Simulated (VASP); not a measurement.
# LiH in VASP: one cell, several levels of theory, part 1 of 2

Aim: gap, levels, forces and stress of LiH in the rocksalt structure, under -3.0 % equal strain in all directions at fixed geometry. Runs: PBE, r2SCAN. The results are then set beside those of Ansatz 0.2.0 for the same cell.

The runs shown are made with VASP 6.6.1. PAW datasets, plane waves. No spin polarisation and no zero-point or thermal motion.

## 1. Starting point

The cell comes from an earlier relaxation with r2SCAN in another program.

Space group Fm-3m (No. 225), cubic; conventional cell a = 3.886 Å, 7.33 Å³ an atom. Li has 6 H at 1.94 Å; H has 6 Li at 1.94 Å.

The structure in full:

```cif
data_structure
_symmetry_space_group_name_H-M 'P 1'
_symmetry_Int_Tables_number 1
_cell_length_a 2.7477
_cell_length_b 2.7477
_cell_length_c 2.7477
_cell_angle_alpha 60.000
_cell_angle_beta 60.000
_cell_angle_gamma 60.000
_cell_volume 14.67
loop_
_atom_site_label
_atom_site_type_symbol
_atom_site_fract_x
_atom_site_fract_y
_atom_site_fract_z
_atom_site_occupancy
Li1 Li 0.00000 0.00000 0.00000 1
H1 H 0.50000 0.50000 0.50000 1
```

## 2. PBE at this geometry

INCAR reads:

```
ENCUT = 520.000000
SIGMA = 0.020000
EDIFF = 1.00e-07
GGA = PE
PREC = Accurate
IBRION = -1
ISIF = 2
ISMEAR = -1
NBANDS = 9
NELM = 120
NSW = 0
LASPH = .TRUE.
LCHARG = .FALSE.
LWAVE = .FALSE.
LREAL = .FALSE.
```

KPOINTS reads:

```
KPOINTS created by Atomic Simulation Environment
0
Gamma
10 10 10
0 0 0
```

KPOINTS_OPT reads:

```
special points
7
Reciprocal
0.0000000000 0.0000000000 0.0000000000 1
0.5000000000 0.0000000000 0.5000000000 1
0.6250000000 0.2500000000 0.6250000000 1
0.3750000000 0.3750000000 0.7500000000 1
0.5000000000 0.5000000000 0.5000000000 1
0.5000000000 0.2500000000 0.7500000000 1
0.0000000000 0.5000000000 0.5000000000 1
```

POSCAR reads:

```
Li H
 1.0000000000000000
     0.0000000000000000    1.9429049959000000    1.9429049959000000
     1.9429049959000000    0.0000000000000000    1.9429049959000000
     1.9429049959000000    1.9429049959000000    0.0000000000000000
 Li  H
   1   1
Cartesian
  0.0000000000000000  0.0000000000000000  0.0000000000000000
  1.9429049959000000  1.9429049959000000  1.9429049959000000
```

Potentials: the recommended PBE PAW datasets, 4 valence electrons in the neutral cell.

Run with:

```console
> mpirun -np 1 vasp_std
```

Printed to the terminal (iteration lines stand in OSZICAR):

```text
POSCAR found type information on POSCAR LiH
 POSCAR found :  2 types and       2 ions
 LDA part: xc-table for (Slater+PW92), standard interpolation
 POSCAR, INCAR and KPOINTS ok, starting setup
 FFT: planning ... GRIDC
 FFT: planning ... GRID_SOFT
 FFT: planning ... GRID
 WAVECAR not read
 entering main loop
 Start KPOINTS_OPT (optional k-point list driver)
k-point batch [1-7\7]
```

OSZICAR:

```text
N       E                     dE             d eps       ncg     rms          rms(c)
DAV:   1    -0.204707790267E+01   -0.20471E+01   -0.13134E+03   854   0.413E+02
DAV:   2    -0.631926586899E+01   -0.42722E+01   -0.42522E+01  1205   0.530E+01
DAV:   3    -0.635954080894E+01   -0.40275E-01   -0.40262E-01  1049   0.461E+00
DAV:   4    -0.635964123104E+01   -0.10042E-03   -0.10041E-03  1177   0.204E-01
DAV:   5    -0.635964164279E+01   -0.41175E-06   -0.41173E-06  1049   0.826E-03    0.293E+00
DAV:   6    -0.617393231892E+01    0.18571E+00   -0.14247E-01   947   0.120E+00    0.149E+00
DAV:   7    -0.610938726175E+01    0.64545E-01   -0.19247E-01   993   0.157E+00    0.225E-01
DAV:   8    -0.611103359817E+01   -0.16463E-02   -0.38124E-03  1000   0.415E-01    0.438E-02
DAV:   9    -0.611096712810E+01    0.66470E-04   -0.15246E-04  1095   0.526E-02    0.528E-03
DAV:  10    -0.611095970339E+01    0.74247E-05   -0.56029E-06   976   0.174E-02    0.221E-03
DAV:  11    -0.611095891322E+01    0.79018E-06   -0.18247E-07  1165   0.199E-03    0.276E-04
DAV:  12    -0.611095870530E+01    0.20791E-06   -0.51300E-09   552   0.498E-04    0.174E-04
DAV:  13    -0.611095865920E+01    0.46104E-07   -0.31549E-09   519   0.351E-04
   1 F= -.61109587E+01 E0= -.61109587E+01  d E =-.171335E-13
       N       E                     dE             ncg
DAV:   1    -0.541007556268E+03   -0.18245E+04      126
DAV:   2    -0.577871224212E+03   -0.36864E+02      190
DAV:   3    -0.578116405057E+03   -0.24518E+00      163
DAV:   4    -0.578117493269E+03   -0.10882E-02      179
DAV:   5    -0.578117502193E+03   -0.89242E-05      154
DAV:   6    -0.578117502300E+03   -0.10679E-06      171
DAV:   7    -0.578117502302E+03   -0.15909E-08      145
```

The lines after F= are the extra pass for the points of KPOINTS_OPT, at fixed density; their E is not a total energy.

Parts of OUTCAR:

```text
k-points           NKPTS =     47   k-points in BZ     NKDIM =     47   number of bands    NBANDS=      9

   NELECT =       4.0000    total number of electrons

   dimension x,y,z NGX =    20 NGY =   20 NGZ =   20
   dimension x,y,z NGXF=    40 NGYF=   40 NGZF=   40

  energy-cutoff  :      520.00
  volume of cell :       14.67
      direct lattice vectors                 reciprocal lattice vectors
     0.000000000  1.942904996  1.942904996    -0.257346603  0.257346603  0.257346603
     1.942904996  0.000000000  1.942904996     0.257346603 -0.257346603  0.257346603
     1.942904996  1.942904996  0.000000000     0.257346603  0.257346603 -0.257346603

 k-points in reciprocal lattice and weights: KPOINTS created by Atomic Simulation Env
   0.00000000  0.00000000  0.00000000       0.001
   0.10000000  0.00000000  0.00000000       0.008
   0.20000000  0.00000000  0.00000000       0.008
   0.30000000  0.00000000  0.00000000       0.008
   0.40000000  0.00000000  0.00000000       0.008
   0.50000000  0.00000000  0.00000000       0.004
   0.10000000  0.10000000  0.00000000       0.006
   0.20000000  0.10000000  0.00000000       0.024
[... 39 more k-points ...]

 E-fermi :   1.0700

 k-point     1 :       0.0000    0.0000    0.0000
  band No.  band energies     occupation
      1     -43.6711      2.00000
      2      -5.2430      2.00000
      3      17.8815      0.00000
      4      19.4175      0.00000
      5      19.4175      0.00000
      6      19.4175      0.00000
      7      24.3099      0.00000
      8      24.3099      0.00000
      9      24.3099      0.00000

 k-point     2 :       0.1000    0.0000    0.0000
  band No.  band energies     occupation
      1     -43.6646      2.00000
      2      -5.0609      2.00000
      3      16.1296      0.00000
      4      18.4779      0.00000
      5      18.9916      0.00000
      6      18.9916      0.00000
      7      23.7312      0.00000
      8      25.2217      0.00000
      9      25.2218      0.00000

 k-point     3 :       0.2000    0.0000    0.0000
  band No.  band energies     occupation
      1     -43.6481      2.00000
      2      -4.5300      2.00000
      3      12.5521      0.00000
      4      17.1672      0.00000
      5      18.3122      0.00000
      6      18.3122      0.00000
      7      24.6727      0.00000
      8      25.0345      0.00000
      9      25.0345      0.00000

 k-point     4 :       0.3000    0.0000    0.0000
  band No.  band energies     occupation
      1     -43.6279      2.00000
      2      -3.7105      2.00000
      3       9.1890      0.00000
      4      16.0382      0.00000
      5      17.9053      0.00000
      6      17.9053      0.00000
      7      22.8240      0.00000
      8      22.8240      0.00000
      9      26.3759      0.00000

 k-point     5 :       0.4000    0.0000    0.0000
  band No.  band energies     occupation
      1     -43.6114      2.00000
      2      -2.8099      2.00000
      3       6.6948      0.00000
      4      15.2968      0.00000
      5      17.8504      0.00000
      6      17.8504      0.00000
      7      21.2148      0.00000
      8      21.2148      0.00000
      9      28.4005      0.00000

 k-point     6 :       0.5000    0.0000    0.0000
  band No.  band energies     occupation
      1     -43.6051      2.00000
      2      -2.3597      2.00000
      3       5.7042      0.00000
      4      15.0405      0.00000
      5      17.9232      0.00000
      6      17.9232      0.00000
      7      20.5802      0.00000
      8      20.5802      0.00000
      9      29.5954      0.00000

 k-point     7 :       0.1000    0.1000    0.0000
  band No.  band energies     occupation
      1     -43.6626      2.00000
      2      -4.9976      2.00000
      3      16.4496      0.00000
      4      17.6423      0.00000
      5      17.6423      0.00000
      6      20.2962      0.00000
      7      21.4309      0.00000
      8      26.7518      0.00000
      9      26.7536      0.00000

 k-point     8 :       0.2000    0.1000    0.0000
  band No.  band energies     occupation
      1     -43.6495      2.00000
      2      -4.5724      2.00000
      3      13.7461      0.00000
      4      16.3162      0.00000
      5      16.5626      0.00000
      6      20.0029      0.00000
      7      21.7445      0.00000
      8      25.4394      0.00000
      9      28.1753      0.00000

 k-point     9 :       0.3000    0.1000    0.0000
  band No.  band energies     occupation
      1     -43.6306      2.00000
      2      -3.8242      2.00000
      3      10.2753      0.00000
      4      15.0160      0.00000
      5      15.9554      0.00000
      6      19.1600      0.00000
      7      23.4128      0.00000
      8      24.3778      0.00000
      9      26.1306      0.00000

 k-point    10 :       0.4000    0.1000    0.0000
  band No.  band energies     occupation
      1     -43.6129      2.00000
      2      -2.8923      2.00000
      3       7.4308      0.00000
      4      14.0072      0.00000
      5      15.8756      0.00000
      6      18.2408      0.00000
      7      23.0818      0.00000
      8      24.1636      0.00000
      9      26.6282      0.00000

 k-point    11 :       0.5000    0.1000    0.0000
  band No.  band energies     occupation
      1     -43.6032      2.00000
      2      -2.1967      2.00000
      3       5.8449      0.00000
      4      13.4135      0.00000
      5      16.3296      0.00000
      6      17.4864      0.00000
      7      22.7376      0.00000
      8      23.2091      0.00000
      9      29.1254      0.00000

 k-point    12 :      -0.4000    0.1000    0.0000
  band No.  band energies     occupation
      1     -43.6054      2.00000
      2      -2.3657      2.00000
      3       6.1984      0.00000
      4      13.2638      0.00000
      5      17.1081      0.00000
      6      17.2802      0.00000
      7      21.9247      0.00000
      8      24.0256      0.00000
      9      28.9312      0.00000

 k-point    13 :      -0.3000    0.1000    0.0000
  band No.  band energies     occupation
      1     -43.6184      2.00000
      2      -3.2169      2.00000
      3       8.3035      0.00000
      4      13.5374      0.00000
      5      17.2215      0.00000
      6      18.5697      0.00000
      7      21.8491      0.00000
      8      25.4071      0.00000
      9      26.7678      0.00000

 k-point    14 :      -0.2000    0.1000    0.0000
  band No.  band energies     occupation
      1     -43.6373      2.00000
      2      -4.1139      2.00000
      3      11.4514      0.00000
      4      14.2010      0.00000
      5      17.8048      0.00000
      6      19.6821      0.00000
      7      22.8801      0.00000
      8      24.7609      0.00000
      9      27.0136      0.00000

 k-point    15 :      -0.1000    0.1000    0.0000
  band No.  band energies     occupation
      1     -43.6549      2.00000
      2      -4.7591      2.00000
      3      14.7682      0.00000
      4      15.5817      0.00000
      5      18.5550      0.00000
      6      19.9260      0.00000
      7      23.5903      0.00000
      8      25.1059      0.00000
      9      25.1984      0.00000

 k-point    16 :       0.2000    0.2000    0.0000
  band No.  band energies     occupation
      1     -43.6410      2.00000
      2      -4.2410      2.00000
      3      13.5200      0.00000
      4      15.2134      0.00000
      5      15.2134      0.00000
      6      18.6792      0.00000
      7      19.8445      0.00000
      8      27.3099      0.00000
      9      30.6443      0.00000

 k-point    17 :       0.3000    0.2000    0.0000
  band No.  band energies     occupation
      1     -43.6255      2.00000
      2      -3.5575      2.00000
      3      10.9932      0.00000
      4      13.4351      0.00000
      5      14.3868      0.00000
      6      18.8850      0.00000
      7      19.8738      0.00000
      8      27.7641      0.00000
      9      30.0435      0.00000

 k-point    18 :       0.4000    0.2000    0.0000
  band No.  band energies     occupation
      1     -43.6093      2.00000
      2      -2.6125      2.00000
      3       8.1652      0.00000
      4      11.8208      0.00000
      5      14.1162      0.00000
      6      18.3358      0.00000
      7      22.1945      0.00000
      8      27.7873      0.00000
      9      27.9996      0.00000

 k-point    19 :       0.5000    0.2000    0.0000
  band No.  band energies     occupation
      1     -43.5983      2.00000
      2      -1.7204      2.00000
      3       6.1568      0.00000
      4      10.7842      0.00000
      5      14.4108      0.00000
      6      17.7189      0.00000
      7      24.9745      0.00000
      8      26.3314      0.00000
      9      28.5099      0.00000

[... the tables of k-points 20 to 47 left out ...]

  Total        0.3316843      0.3316843      0.3316843     -0.0000000      0.0000000      0.0000000
  in kB       36.2285369     36.2285369     36.2285369     -0.0000000      0.0000000      0.0000000
  external PRESSURE =      36.2285369 kB  Pullay stress =       0.0000000 kB

 POSITION                                       TOTAL-FORCE (eV/Angst)
 -----------------------------------------------------------------------------------
      0.00000      0.00000      0.00000         0.000000      0.000000      0.000000
      1.94290      1.94290      1.94290         0.000000      0.000000      0.000000
 -----------------------------------------------------------------------------------
    total drift:                                0.000000     -0.000000      0.000000

  FREE ENERGIE OF THE ION-ELECTRON SYSTEM (eV)
  ---------------------------------------------------
  free  energy   TOTEN  =        -6.1109586592 eV

  energy  without entropy=       -6.1109586592  energy(sigma->0) =       -6.11095866
```

Hardware: 1 MPI rank of Intel Xeon Platinum 8488C, shared host.

The levels at the points of KPOINTS_OPT are read from vasprun.xml.

Near the gap, in eV above the top of the last filled band v; c is the band after it:

```csv
point,v−1,v,c,c+1
Γ,-44.22,-5.79,17.33,18.87
X,-44.14,0.00,2.90,11.28
U,-44.14,-0.60,4.12,7.92
K,-44.14,-0.60,4.12,7.92
L,-44.16,-2.91,5.15,14.49
W,-44.14,-0.28,5.34,5.34
```

PBE gives a direct gap of 2.90 eV at X. The pressure is 3.62 GPa; the forces vanish within 0.01 eV/Å.

(Continued in part 2 of 2.)
